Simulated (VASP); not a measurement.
# ZnO (zincite) (P6_3mc) in VASP: a series of runs, part 2 of 3

VASP 6.6.1. The steps go on from the part before.

### 3 Elastic constants, PBE

File POSCAR:

```
ZnO
1.0
    3.2493080000      0.0000000000      0.0000000000
   -1.6246540000      2.8139832727      0.0000000000
    0.0000000000      0.0000000000      5.2057090000
Zn O
2 2
Direct
    0.6666666667      0.3333333333      0.0000000000
    0.3333333333      0.6666666667      0.5000000000
    0.3333333333      0.6666666667      0.8790100000
    0.6666666667      0.3333333333      0.3790100000
```

File INCAR.step1:

```
SYSTEM = ZnO
ALGO = Fast
EDIFF = 1E-8
EDIFFG = -0.002
ENCUT = 600
GGA = PE
IBRION = 2
ISIF = 3
ISMEAR = -1
LASPH = .True.
LCHARG = .False.
LREAL = .False.
LWAVE = .False.
NELM = 80
NSW = 40
PREC = Accurate
SIGMA = 0.05
```

File INCAR.step2:

```
SYSTEM = ZnO
ALGO = Fast
EDIFF = 1E-8
ENCUT = 600
GGA = PE
IBRION = 6
ISIF = 3
ISMEAR = -1
LASPH = .True.
LCHARG = .False.
LREAL = .False.
LWAVE = .False.
NELM = 80
NFREE = 2
NSW = 1
POTIM = 0.015
PREC = Accurate
SIGMA = 0.05
```

File KPOINTS:

```
k-points
0
Gamma
  7 7 4
  0 0 0
```

Potentials or basis: VASP PAW PBE potentials, release 64 (Zn, O).

Run with:

```bash
cat potpaw_PBE.64/Zn/POTCAR potpaw_PBE.64/O/POTCAR > POTCAR
cp INCAR.step1 INCAR
mpirun -np 1 vasp_std > vasp.out
cp CONTCAR POSCAR
cp INCAR.step2 INCAR
mpirun -np 1 vasp_std > vasp.out
```

Wall time 11 min (1 thread of AMD EPYC 9R45 (Zen 5), shared host); peak memory 0.33 GiB.

Results (log left out):

| Quantity | Value |
| --- | --- |
| Relaxed volume | 12.40 Å³/atom |
| Relaxed cell | a = 3.286 Å, b = 3.286 Å, c = 5.303 Å, α = 90.00°, β = 90.00°, γ = 120.00° |
| Space group after relaxing (to 0.05 Å) | P6_3mc (No. 186) |
| Voigt bulk modulus | 129 GPa |
| Highest phonon frequency at Γ, LO-TO splitting left out | 511 cm⁻¹ |

The path:
| step | energy change (eV) | largest force (eV/Å) | pressure (GPa) | volume (Å³) |
| --- | --- | --- | --- | --- |
| 1 | 0.0000 | 0.0743 | 5.77 | 47.60 |
| 2 | -0.0274 | 0.0272 | -2.50 | 50.61 |
| 3 | -0.0356 | 0.0015 | -0.01 | 49.59 |
| 4 | -0.0356 | 0.0027 | -0.12 | 49.63 |
| 5 | -0.0357 | 0.0092 | 0.05 | 49.57 |
| 6 | -0.0357 | 0.0097 | 0.07 | 49.57 |
| 7 | -0.0357 | 0.0093 | 0.03 | 49.58 |
| 8 | -0.0357 | 0.0087 | -0.04 | 49.60 |
| 9 | -0.0357 | 0.0011 | 0.00 | 49.59 |

Final structure:
```
CELL_PARAMETERS angstrom
3.28595 0.00000 0.00000
-1.64297 2.84571 0.00000
0.00000 0.00000 5.30307
ATOMIC_POSITIONS crystal
Zn 0.66667 0.33333 0.99997
Zn 0.33333 0.66667 0.49997
O 0.33333 0.66667 0.87904
O 0.66667 0.33333 0.37904
```

Phonon frequencies in cm⁻¹ (negative: imaginary):
| q point | frequencies |
| --- | --- |
| (0.000, 0.000, 0.000) | 0 0 0 91 91 246 349 369 369 399 399 511 |

Elastic tensor in Voigt notation (GPa, in the Cartesian axes of the cell as first typed):
```
187 108  92   0   0   0
108 187  92   0   0   0
 92  92 200   0   0   0
  0   0   0  36   0   0
  0   0   0   0  36   0
  0   0   0   0   0  40
```

Clamped-ion elastic tensor (GPa):
```
244  83  61   0   0   0
 83 244  61   0   0   0
 61  61 263   0   0   0
  0   0   0  51   0   0
  0   0   0   0  51   0
  0   0   0   0   0  80
```

### 4 Born charges and dielectric tensor, PBE

File INCAR:

```
SYSTEM = ZnO
  PREC = Accurate
  ENCUT = 520
  EDIFF = 1E-8
  ISMEAR = -1
  SIGMA = 0.05
  LREAL = .FALSE.
  LASPH = .TRUE.
  NELM = 100
  ALGO = Normal
  ISIF = 2
  LWAVE = .FALSE.
  LCHARG = .FALSE.
  GGA = PE
  LEPSILON = .TRUE.
  IBRION = 8
```

File KPOINTS:

```
Automatic mesh
0
G
  9 9 5
  0 0 0
```

POSCAR is that of step 3.

Potentials or basis: VASP PAW PBE potentials, release 64 (Zn, O).

Run with:

```bash
cat potpaw_PBE.64/Zn/POTCAR potpaw_PBE.64/O/POTCAR > POTCAR
mpirun -np 1 vasp_std > vasp.out
```

OUTCAR:

```text
SYSTEM = ZnO
   PREC = Accurate
   ENCUT = 520
   EDIFF = 1E-8
   ISMEAR = -1
   LREAL = .FALSE.
   LASPH = .TRUE.
   NELM = 100
   ISIF = 2
   GGA = PE
   LEPSILON = .TRUE.
   IBRION = 8

 ion  position               nearest neighbor table
   1  0.667  0.333  0.000-   4 1.97   3 1.98   3 1.98   3 1.98
   2  0.333  0.667  0.500-   3 1.97   4 1.98   4 1.98   4 1.98
   3  0.333  0.667  0.879-   2 1.97   1 1.98   1 1.98   1 1.98
   4  0.667  0.333  0.379-   1 1.97   2 1.98   2 1.98   2 1.98

  LATTYP: Found a hexagonal cell.
 ALAT       =     3.2493080000
 C/A-ratio  =     1.6020977390

  Lattice vectors:

 A1 = (   3.2493080000,   0.0000000000,   0.0000000000)
 A2 = (  -1.6246540000,   2.8139832727,   0.0000000000)
 A3 = (   0.0000000000,   0.0000000000,   5.2057090000)

[... 936 lines left out ...]
  4X    -0.068176   -0.000000    0.000000    7.473834   -0.000000    0.000000    0.962649    0.000000    0.000000   -8.368308    0.000000    0.000000
  4Y     0.000000   -0.068176    0.000000    0.000000    7.473834    0.000000    0.000000    0.962649   -0.000000    0.000000   -8.368308   -0.000000
  4Z     0.000000    0.000000    5.821268   -0.000000    0.000000    1.411019    0.000000    0.000000    5.030657    0.000000    0.000000  -12.262945

 Eigenvectors and eigenvalues of the dynamical matrix
 ----------------------------------------------------

   1 f  =   16.416841 THz   103.150053 2PiTHz  547.606865 cm-1    67.894568 meV
             X         Y         Z           dx          dy          dz
      1.624654  0.937994  0.000000     0.000000    0.000000   -0.112460
     -0.000000  1.875989  2.602854    -0.000000   -0.000000    0.112460
     -0.000000  1.875989  4.575870    -0.000000   -0.000000   -0.698106
      1.624654  0.937994  1.973016     0.000000    0.000000    0.698106
[... 71 lines left out ...]
  12 f/i=    0.044035 THz     0.276683 2PiTHz    1.468866 cm-1     0.182116 meV
             X         Y         Z           dx          dy          dz
      1.624654  0.937994  0.000000     0.000000    0.000000   -0.634979
     -0.000000  1.875989  2.602854     0.000000    0.000000   -0.634979
     -0.000000  1.875989  4.575870     0.000000    0.000000   -0.311129
      1.624654  0.937994  1.973016     0.000000    0.000000   -0.311129

--------------------------------------------------------------------------------------------------------

 MACROSCOPIC STATIC DIELECTRIC TENSOR IONIC CONTRIBUTION
 ------------------------------------------------------
           4.677449    -0.000000     0.000000
          -0.000000     4.677449    -0.000000
           0.000000    -0.000000     5.048648
 ------------------------------------------------------

 ELASTIC MODULI CONTR FROM IONIC RELAXATION (kBar)
 Direction    XX          YY          ZZ          XY          YZ          ZX
 --------------------------------------------------------------------------------
 XX        -737.6902    317.1714    466.1451      0.0000     -0.0000     -0.0000
 YY         317.1714   -737.6902    466.1451     -0.0000      0.0000     -0.0000
 ZZ         466.1451    466.1451  -1033.4440      0.0000     -0.0000      0.0000
 XY           0.0000     -0.0000      0.0000   -527.4308     -0.0000     -0.0000
 YZ          -0.0000      0.0000     -0.0000     -0.0000   -210.4045      0.0000
 ZX          -0.0000     -0.0000      0.0000     -0.0000      0.0000   -207.5234
 --------------------------------------------------------------------------------

 PIEZOELECTRIC TENSOR IONIC CONTR  for field in x, y, z        (C/m^2)
          XX          YY          ZZ          XY          YZ          ZX
  --------------------------------------------------------------------------------
  x     0.00000    -0.00000     0.00000     0.00000     0.00000    -0.92707
  y    -0.00000     0.00000    -0.00000    -0.00000    -0.93348     0.00000
  z    -0.96948    -0.96948     2.14933    -0.00000     0.00000    -0.00000
```

OSZICAR:

```text
N       E                     dE             d eps       ncg     rms          rms(c)
DAV:   1     0.283172826911E+03    0.28317E+03   -0.18802E+04  1600   0.239E+03
DAV:   2     0.803113785232E+01   -0.27514E+03   -0.26465E+03  1728   0.436E+02
DAV:   3    -0.205334043330E+02   -0.28565E+02   -0.28384E+02  1800   0.151E+02
DAV:   4    -0.210602936773E+02   -0.52689E+00   -0.52613E+00  1818   0.219E+01
[... 13 lines left out ...]
RMM:  12    -0.378388322531E+00    0.15780E-06    0.15242E-09  3741   0.683E-05    0.722E-06
RMM:  13    -0.378388391578E+00   -0.69047E-07    0.32267E-10  3396   0.237E-05    0.320E-06
RMM:  14    -0.378388412123E+00   -0.20545E-07    0.12973E-09  3619   0.123E-05    0.111E-06
RMM:  15    -0.378388417865E+00   -0.57417E-08    0.69164E-10  2876   0.544E-06    0.440E-07
 Linear response finished
```

stdout:

```text
POSCAR found type information on POSCAR ZnO
 POSCAR found :  2 types and       4 ions
 scaLAPACK will be used
 LDA part: xc-table for (Slater+PW92), standard interpolation
 POSCAR, INCAR and KPOINTS ok, starting setup
 FFT: planning ... GRIDC
 FFT: planning ... GRID_SOFT
 FFT: planning ... GRID
 WAVECAR not read
 entering main loop
[... 106 lines left out ...]
 force on displaced ion       1 direction 1 :  -7.770   0.001   0.000
 Born effective charge ion    1 direction 1 :   2.130   0.000  -0.000
 Linear response progress:
 first order change of Fermi-energy  -0.73523E-01
 force on displaced ion       1 direction 3 :  -0.000   0.000 -12.009
 Born effective charge ion    1 direction 3 :   0.000   0.000   2.175
 Linear response progress:
 first order change of Fermi-energy  -0.46125E-04
 force on displaced ion       3 direction 1 :  -8.368  -0.000   0.000
 Born effective charge ion    3 direction 1 :  -2.141  -0.000   0.000
 Linear response progress:
 fir
```

Run time: 8 min. Hardware: 1 thread of AMD EPYC 9R45 (Zen 5), shared host; peak memory 0.52 GiB.

What came out:

| Property | Result |
| --- | --- |
| Band gap on the k mesh | 0.79 eV, direct |
| Electronic dielectric tensor (diagonal) | 5.90, 5.90, 5.78 |
| Born charges (mean of the diagonal) | Zn +2.15; O -2.15 e |
| Highest phonon frequency at Γ, LO-TO splitting left out | 548 cm⁻¹ |

Phonon frequencies in cm⁻¹ (negative: imaginary):
| q point | frequencies |
| --- | --- |
| (0.000, 0.000, 0.000) | -1 0 0 85 85 254 390 396 396 430 430 548 |

Electronic dielectric tensor:
```
5.90 0.00 0.00
0.00 5.90 0.00
0.00 0.00 5.78
```

Born effective charge tensors (e):
atom 1, Zn
```
2.14 0.00 0.00
0.00 2.14 0.00
0.00 0.00 2.18
```
atom 2, Zn
```
2.14 0.00 0.00
0.00 2.14 0.00
0.00 0.00 2.18
```
atom 3, O
```
-2.14  0.00  0.00
 0.00 -2.14  0.00
 0.00  0.00 -2.18
```
atom 4, O
```
-2.14  0.00  0.00
 0.00 -2.14  0.00
 0.00  0.00 -2.18
```

(Part 2 of 3 ends here.)
